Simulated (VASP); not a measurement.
# Si12HO24 (a cell with a defect) in VASP: notebook

One crystal, Si12HO24 (a cell with a defect), is run at these levels: PBE+D3(BJ), r2SCAN; tasks: single point.

Everything below comes from runs of VASP 6.6.1. Logs are shortened: lines on timing, memory, paths and dates and some standing lists are left out, and cuts for length are marked.

## (1) Starting point

The cell holds a defect, 74 atoms: a = 9.832 Å, b = 9.832 Å, c = 10.818 Å, α = 90.00°, β = 90.00°, γ = 120.00°.

## (2) Single point, PBE+D3(BJ)

The input, INCAR:

```
SYSTEM = Si12HO24
PREC = Accurate
ENCUT = 450
EDIFF = 1E-6
ISMEAR = 0
SIGMA = 0.02
LREAL = .False.
LASPH = .True.
NELM = 80
ALGO = Normal
ISIF = 2
LWAVE = .False.
LCHARG = .True.
GGA = PE
IVDW = 12
LELF = .True.
LVHAR = .True.
```

The input, KPOINTS:

```
regular mesh
0
Gamma
  1 1 1
  0 0 0
```

The input, POSCAR:

```
Si12HO24
1.0
    9.8316000000      0.0000000000      0.0000000000
   -4.9158000000      8.5144153600      0.0000000000
    0.0000000000      0.0000000000     10.8182000000
Si O H
24 48 2
Direct
    0.2709099100      0.0094391800      0.1655027100
    0.9985581900      0.2592514300      0.3363694500
    0.2293313700      0.2350352900      0.9973888100
    0.2536999600      0.9943798200      0.6857301500
    0.9943088900      0.2605859300      0.8263963100
    0.2083269900      0.1946535800      0.5153311300
    0.2621491600      0.4975911800      0.1718615900
    0.0071092300      0.7712372900      0.3283148600
    0.2235410900      0.7272896200      0.0054956200
    0.2669434400      0.4925265000      0.6593211300
    0.9964925600      0.7555626100      0.8443723300
    0.2341662800      0.7379975200      0.4999615600
    0.7679183600      0.0027725800      0.1637768200
    0.5150453800      0.2909717700      0.3263891900
    0.7354828800      0.2356065700      0.9947544900
    0.7500254000      0.9945486100      0.6643177100
    0.4988791700      0.2694374300      0.8323993700
    0.7270726000      0.2340685100      0.4992150500
    0.7874783800      0.5096747300      0.1573528400
    0.5014811400      0.7712337700      0.3306460800
    0.7306058600      0.7321122000      0.9989357800
    0.7689976800      0.5017534200      0.6662599300
    0.4892422100      0.7549201000      0.8332459800
    0.7359702800      0.7334614600      0.4949275200
    0.0585994900      0.1851775900      0.4426589500
    0.2910020100      0.3666465000      0.1058264000
    0.1398598500      0.4267424900      0.2869976000
    0.2009835100      0.0720170000      0.0577487200
    0.4066298400      0.3704627500      0.3615348300
    0.4326514900      0.1539250100      0.2217404800
    0.0637104000      0.2018104000      0.9379856800
    0.2961209500      0.3602216000      0.5945064100
    0.1329963000      0.4206365700      0.7662825000
    0.1440959400      0.0534628100      0.6192837800
    0.3618947100      0.2974696100      0.8889306100
    0.4273668200      0.1382933600      0.7227606500
    0.0698422700      0.7005748600      0.4356703700
    0.2976032600      0.8725800500      0.1047948800
    0.1459163000      0.9395625000      0.2791979800
    0.1925934700      0.5656927500      0.0691771200
    0.3725483100      0.8040633200      0.3955902100
    0.4281822600      0.6421691300      0.2206537200
    0.0484628800      0.6811712500      0.9565332700
    0.2831508900      0.8721161200      0.6050312400
    0.1573768100      0.9148317700      0.8113722100
    0.2107464500      0.5753019700      0.5568150000
    0.3464649500      0.7730380600      0.8905284800
    0.4297587500      0.6246495600      0.7230592100
    0.5674995200      0.2199689900      0.4418414100
    0.8114747800      0.3713264800      0.0999751300
    0.6741022500      0.4415287100      0.2761049300
    0.7048024300      0.0708391800      0.0544039400
    0.8598764000      0.2853916600      0.3919929700
    0.9337635900      0.1388796900      0.2191445800
    0.5688786300      0.2097478700      0.9432799200
    0.7969424800      0.3651871000      0.6090898100
    0.6362505700      0.4334820500      0.7744881600
    0.6856066900      0.0652798700      0.5578710000
    0.8594873700      0.2928012300      0.8810256900
    0.9165469200      0.1276861800      0.7199152000
    0.5689396300      0.6934002000      0.4307230900
    0.7919415500      0.8629271600      0.1084292300
    0.6399768800      0.9359748100      0.2761740900
    0.7067804900      0.5682967600      0.0547796900
    0.8688771100      0.7964578400      0.3870153500
    0.9505596500      0.6538900700      0.2097545600
    0.5644435100      0.7011425300      0.9437322700
    0.7805881900      0.8618020400      0.6029322100
    0.6206643000      0.9221698500      0.7749832700
    0.7103227700      0.5713318500      0.5546426500
    0.8615482000      0.7938688900      0.8892565300
    0.9332905500      0.6387354700      0.7249986100
    0.4686794900      0.4825753500      0.3818611000
    0.2890145800      0.1377106000      0.4453498200
```

Potentials or basis: VASP PAW PBE potentials, release 64 (Si, O, H).

On the command line:

```sh
> cat potpaw_PBE.64/Si/POTCAR potpaw_PBE.64/O/POTCAR potpaw_PBE.64/H/POTCAR > POTCAR
> mpirun -np 1 vasp_std > vasp.out
```

OUTCAR:

```text
SYSTEM = Si12HO24
   PREC = Accurate
   ENCUT = 450
   EDIFF = 1E-6
   ISMEAR = 0
   LREAL = .False.
   LASPH = .True.
   NELM = 80
   ISIF = 2
   GGA = PE
   IVDW = 12
 IVDW          = 12

 ion  position               nearest neighbor table
   1  0.271  0.009  0.166-  28 1.62  39 1.63  30 1.63  38 1.63   8 3.04   3 3.05   9 3.10  14 3.13

   2  0.999  0.259  0.336-  25 1.62  53 1.62  27 1.62  54 1.63  13 3.04   7 3.05  18 3.10   6 3.12

   3  0.229  0.235  0.997-  28 1.62  26 1.62  31 1.62  35 1.63   1 3.05   5 3.07  17 3.07   7 3.08
[... 40 lines left out ...]
  25  0.059  0.185  0.443-   2 1.62   6 1.63
  26  0.291  0.367  0.106-   7 1.62   3 1.62
  27  0.140  0.427  0.287-   2 1.62   7 1.63
  28  0.201  0.072  0.058-   3 1.62   1 1.62
  29  0.407  0.370  0.362-  73 0.98  14 1.65   6 2.49
  30  0.433  0.154  0.222-   1 1.63  14 1.63
  31  0.064  0.202  0.938-   3 1.62   5 1.63
  32  0.296  0.360  0.595-  10 1.62   6 1.65
  33  0.133  0.421  0.766-   5 1.62  10 1.63
  34  0.144  0.053  0.619-   4 1.63   6 1.65
  35  0.362  0.297  0.889-  17 1.62   3 1.63
[... 35 lines left out ...]
  71  0.862  0.794  0.889-  11 1.62  21 1.63
  72  0.933  0.639  0.725-  22 1.63  11 1.63
  73  0.469  0.483  0.382-  29 0.98
  74  0.289  0.138  0.445-   6 1.40

  LATTYP: Found a hexagonal cell.
 ALAT       =     9.8316000000
 C/A-ratio  =     1.1003498922

  Lattice vectors:

 A1 = (   9.8316000000,   0.0000000000,   0.0000000000)
 A2 = (  -4.9158000000,   8.5144153600,   0.0000000000)
 A3 = (   0.0000000000,   0.0000000000,  10.8182000000)

Analysis of symmetry for initial positions (statically):
=====================================================================
 Subroutine PRICEL returns:
 Original cell was already a primitive cell.

 Routine SETGRP: Setting up the symmetry group for a
 hexagonal supercell.

 Subroutine GETGRP returns: Found  1 space group operations
 (whereof  1 operations were pure point group operations)
 out of a pool of 24 trial point group operations.

The static configuration has the point symmetry C_1 .

Analysis of symmetry for dynamics (positions and initial velocities):
=====================================================================
 Subroutine PRICEL returns:
 Original cell was already a primitive cell.

 Routine SETGRP: Setting up the symmetry group for a
 hexagonal supercell.

 Subroutine GETGRP returns: Found  1 space group operations
 (whereof  1 operations were pure point group operations)
 out of a pool of 24 trial point group operations.

The dynamic configuration has the point symmetry C_1 .

 Subroutine INISYM returns: Found  1 space group operations
 (whereof  1 operations are pure point group operations),
 and found     1 'primitive' translations

----------------------------------------------------------------------------------------

                                     Primitive cell

  volume of cell :     905.5950

  direct lattice vectors                    reciprocal lattice vectors
     9.831600000  0.000000000  0.000000000     0.101712844  0.058723938  0.000000000
    -4.915800000  8.514415360  0.000000000     0.000000000  0.117447876  0.000000000
     0.000000000  0.000000000 10.818200000     0.000000000  0.000000000  0.092436819

  length of vectors
     9.831600000  9.831600000 10.818200000     0.117447876  0.117447876  0.092436819

  position of ions in fractional coordinates (direct lattice)
     0.270909910  0.009439180  0.165502710
     0.998558190  0.259251430  0.336369450
     0.229331370  0.235035290  0.997388810
     0.253699960  0.994379820  0.685730150
     0.994308890  0.260585930  0.826396310
     0.208326990  0.194653580  0.515331130
[... 66 lines left out ...]
     0.468679490  0.482575350  0.381861100
     0.289014580  0.137710600  0.445349820

  ion indices of the primitive-cell ions
   primitive index   ion index
                 1           1
                 2           2
                 3           3
                 4           4
                 5           5
                 6           6
[... 66 lines left out ...]
                73          73
                74          74

----------------------------------------------------------------------------------------

 KPOINTS: regular mesh

Automatic generation of k-mesh.
 Grid dimensions read from file:
 generate k-points for:    1    1    1

 Generating k-lattice:

  Cartesian coordinates                     Fractional coordinates (reciprocal lattice)
     0.101712844  0.058723938  0.000000000     1.000000000  0.000000000  0.000000000
     0.000000000  0.117447876  0.000000000     0.000000000  1.000000000  0.000000000
     0.000000000  0.000000000  0.092436819     0.000000000  0.000000000  1.000000000

  Length of vectors
     0.117447876  0.117447876  0.092436819

  Shift w.r.t. Gamma in fractional coordinates (k-lattice)
     0.000000000  0.000000000  0.000000000

 Subroutine IBZKPT returns following result:
 ===========================================

 Found      1 irreducible k-points:

 Following reciprocal coordinates:
            Coordinates               Weight
  0.000000  0.000000  0.000000      1.000000
   k-points           NKPTS =      1   k-points in BZ     NKDIM =      1   number of bands    NBANDS=    231
   number of dos      NEDOS =    301   number of ions     NIONS =     74
   total plane-waves  NPLWV = 392000
   dimension x,y,z NGX =    70 NGY =   70 NGZ =   80
   dimension x,y,z NGXF=   140 NGYF=  140 NGZF=  160
   ions per type =              24  48   2
   NGX,Y,Z   is equivalent  to a cutoff of  11.84, 11.84, 12.29 a.u.
   NGXF,Y,Z  is equivalent  to a cutoff of  23.67, 23.67, 24.59 a.u.
 SYSTEM =  Si12HO24
   PREC   = accura    normal or accurate (medium, high low for compatibility)
   ISTART =      0    job   : 0-new  1-cont  2-samecut
   ICHARG =      2    charge: 1-file 2-atom 10-const
   ISPIN  =      1    spin polarized calculation?
   LNONCOLLINEAR =      F non collinear calculations
   LSORBIT =      F    spin-orbit coupling
   LASPH  =      T    aspherical Exc in radial PAW
   ENCUT  =  450.0 eV  33.07 Ry    5.75 a.u.  17.01 17.01 18.71*2*pi/ulx,y,z
   NELM   =     80;   NELMIN=  2; NELMDL= -5     # of ELM steps
   EDIFF  = 0.1E-05   stopping-criterion for ELM
   LREAL  =      F    real-space projection
   EDIFFG = 0.1E-04   stopping-criterion for IOM
   NSW    =      0    number of steps for IOM
   IBRION =     -1    ionic relax: 0-MD 1-quasi-New 2-CG
   NFREE  =      0    steps in history (QN), initial steepest desc. (CG)
   ISIF   =      2    stress and relaxation
   ISYM   =      2    0-nonsym 1-usesym 2-fastsym
   POTIM  = 0.5000    time-step for ionic-motion
   TEBEG  =    0.0;   TEEND  =   0.0 temperature during run
   PSTRESS=    0.0 pullay stress
   NELECT =     386.0000    total number of electrons
   NUPDOWN=      -1.0000    fix difference up-down
   EMIN   =  10.00;   EMAX   =-10.00  energy-range for DOS
   EFERMI =   0.00;   METHOD = LEGACY
   ISMEAR =     0;   SIGMA  =   0.02  broadening in eV -4-tet -1-fermi 0-gaus
   EFERMI_NEDOS =   21; number of points for ismear=-14 and -15
   IALGO  =     38    algorithm
   IMIX   =      4    mixing-type and parameters
     AMIX     =   0.40;   BMIX     =  1.00
     AMIX_MAG =   1.60;   BMIX_MAG =  1.00
  volume/ion in A,a.u.               =      12.24        82.58
  Fermi-wavevector in a.u.,A,eV,Ry     =   1.232043  2.328224 20.652696  1.517930
  Thomas-Fermi vector in A             =   2.366829
   LORBIT       =      0    0 simple, 1 ext, 2 COOP (PROOUT), +10 PAW based schemes
   GGA     = PE    functional components
   LHFCALC =     F    Hartree Fock is set to
   AEXX    =    0.0000 exact exchange contribution
   IVDW    =    12    specifies the selected vdW correction
   LEPSILON=     F    determine dielectric tensor
   LRPA    =     F    only Hartree local field effects (RPA)
 non-spin polarized calculation
 Gauss-broadening in eV      SIGMA  =   0.02
  energy-cutoff  :      450.00
  volume of cell :      905.60
 maximum number of plane-waves:     19597
 NGX is ok and might be reduce to    70
   NGX = 33   NGY = 33   NGZ = 37

 number of electron     385.9999978 magnetization

 Free energy of the ion-electron system (eV)
  ---------------------------------------------------
  ext. energy  EPLUGINS =         0.00000000
  ---------------------------------------------------
  free energy    TOTEN  =      -573.23206384 eV

  energy without entropy =     -573.23206384  energy(sigma->0) =     -573.23206384

 E-fermi :   1.8699     XC(G=0):  -9.2948

 val. band max:        1.7099747086   @ k =   0.0000   0.0000   0.0000
 cond. band min:       7.0720309421   @ k =   0.0000   0.0000   0.0000
 fundamental gap:      5.3620562335
 Fermi energy:         1.8698557358

 k-point     1 :       0.0000    0.0000    0.0000
  band No.  band energies     occupation
      1     -18.1985      2.00000
      2     -17.7987      2.00000
      3     -17.7269      2.00000
      4     -17.7106      2.00000
      5     -17.6797      2.00000
      6     -17.6656      2.00000
[... 197 lines left out ...]
    204       9.8272      0.00000
    205      10.0568      0.00000
 [bands above 205 left out]

------------------------ aborting loop because EDIFF is reached ----------------------------------------

 Edisp (eV)  -10.53085

 E8    (eV) :    -3.5586

  FORCE on cell =-STRESS in cart. coord.  units (eV):
  Direction    XX          YY          ZZ          XY          YZ          ZX
  --------------------------------------------------------------------------------------
  -------------------------------------------------------------------------------------
  Total      -2.55335    -1.39002     4.24874     1.39511    -5.72348    -0.69574
  in kB      -4.51738    -2.45922     7.51687     2.46822   -10.12596    -1.23090
  external pressure =        0.18 kB  Pullay stress =        0.00 kB

 VOLUME and BASIS-vectors are now :
 -----------------------------------------------------------------------------
  energy-cutoff  :      450.00
  volume of cell :      905.60
      direct lattice vectors                 reciprocal lattice vectors
     9.831600000  0.000000000  0.000000000     0.101712844  0.058723938  0.000000000
    -4.915800000  8.514415360  0.000000000     0.000000000  0.117447876  0.000000000
     0.000000000  0.000000000 10.818200000     0.000000000  0.000000000  0.092436819

 POSITION                                       TOTAL-FORCE (eV/Angst)
 -----------------------------------------------------------------------------------
      2.61708      0.08037      1.79044         0.018738     -0.000035     -0.009177
      8.54300      2.20737      3.63891         0.010048      0.002381      0.027368
      1.09931      2.00119     10.78995        -0.011627     -0.009694     -0.004234
     -2.39390      8.46656      7.41837         0.005376     -0.005373      0.007900
      8.49466      2.21874      8.94012        -0.000762      0.011415     -0.009185
      1.09131      1.65736      5.57496        -0.954365      0.410565      0.651330
[... 66 lines left out ...]
      2.23563      4.10885      4.13105        -0.020618      0.101345      0.035513
      2.16452      1.17253      4.81788         1.037129     -0.380800     -0.763451
 -----------------------------------------------------------------------------------
    total drift:                               -0.002722      0.000051     -0.001201

  FREE ENERGIE OF THE ION-ELECTRON SYSTEM (eV)
  ---------------------------------------------------
  free  energy   TOTEN  =      -583.7629148100 eV

  energy  without entropy=     -583.7629148100  energy(sigma->0) =     -583.76291481
```

Wall time 13 min (1 thread of Intel Xeon Platinum 8259CL at 2.50GHz (Skylake/Cascade Lake), shared host); peak memory 0.83 GiB.

What came out:

| Item | Value |
| --- | --- |
| Free energy | -583.7629 eV |
| Largest force | 1.343 eV/Å |
| Band gap on the k mesh | 5.36 eV, direct |
| Dispersion energy per atom | -0.142 eV |

Forces in eV/Å, atoms in the order of the input:
```
Si   0.019  0.000 -0.009
Si   0.010  0.002  0.027
Si  -0.012 -0.010 -0.004
Si   0.005 -0.005  0.008
Si  -0.001  0.011 -0.009
Si  -0.954  0.411  0.651
Si   0.013 -0.005  0.003
Si  -0.018  0.007  0.006
Si  -0.001 -0.010 -0.003
Si   0.024 -0.014 -0.015
Si  -0.006  0.015 -0.011
Si   0.001 -0.015  0.009
Si   0.015  0.003  0.000
Si   0.028  0.009 -0.028
Si  -0.006 -0.016 -0.001
Si   0.024 -0.004  0.001
Si  -0.010  0.020  0.000
Si   0.007 -0.015  0.001
Si   0.029  0.002 -0.009
Si  -0.007  0.020  0.002
Si  -0.019 -0.010  0.001
Si   0.012  0.007  0.000
Si  -0.010  0.010  0.002
Si  -0.002 -0.003  0.007
O   -0.042  0.019 -0.018
O   -0.005 -0.005 -0.002
O    0.006  0.004 -0.006
O    0.008  0.002  0.006
O    0.012 -0.114 -0.017
O   -0.015  0.009  0.034
O   -0.001  0.008 -0.001
O   -0.014  0.012  0.008
O    0.005 -0.003  0.001
O   -0.011 -0.048  0.067
O   -0.002 -0.008  0.004
O    0.002  0.004 -0.002
O   -0.004  0.008 -0.004
O   -0.007 -0.003  0.002
O    0.013  0.022  0.021
O    0.007  0.005  0.002
O   -0.005 -0.008  0.003
O   -0.002 -0.001  0.003
O   -0.007 -0.005  0.008
O   -0.011  0.000 -0.004
O    0.008 -0.005  0.009
O    0.004  0.011  0.002
O   -0.001 -0.006  0.006
O   -0.003  0.009  0.003
O   -0.061 -0.011 -0.010
O   -0.007 -0.003  0.000
O    0.000  0.000  0.001
O    0.004  0.003  0.001
O   -0.015 -0.007  0.002
O   -0.005  0.004 -0.003
O   -0.003  0.006 -0.001
O   -0.005 -0.008 -0.006
O    0.008 -0.003 -0.001
O    0.002  0.003 -0.002
O   -0.003 -0.004  0.002
O   -0.009  0.006  0.005
O   -0.004 -0.006 -0.009
O   -0.004 -0.008 -0.002
O    0.007 -0.001 -0.002
O    0.009 -0.002  0.003
O    0.004 -0.009 -0.003
O   -0.002  0.005  0.000
O    0.001  0.008 -0.001
O   -0.014 -0.004 -0.004
O    0.005 -0.002 -0.001
O    0.007 -0.002  0.001
O   -0.002 -0.005  0.000
O   -0.005  0.004  0.004
H   -0.021  0.101  0.036
H    1.037 -0.381 -0.763
```

Caveat: the cutoff is under 1.25 times the usual one of these potentials, so pressure, stress and relaxed cells hold a basis-set (Pulay) error. PBE gaps usually lie below the measured ones, often by a third to a half.

(Part 1 of 2 ends here.)
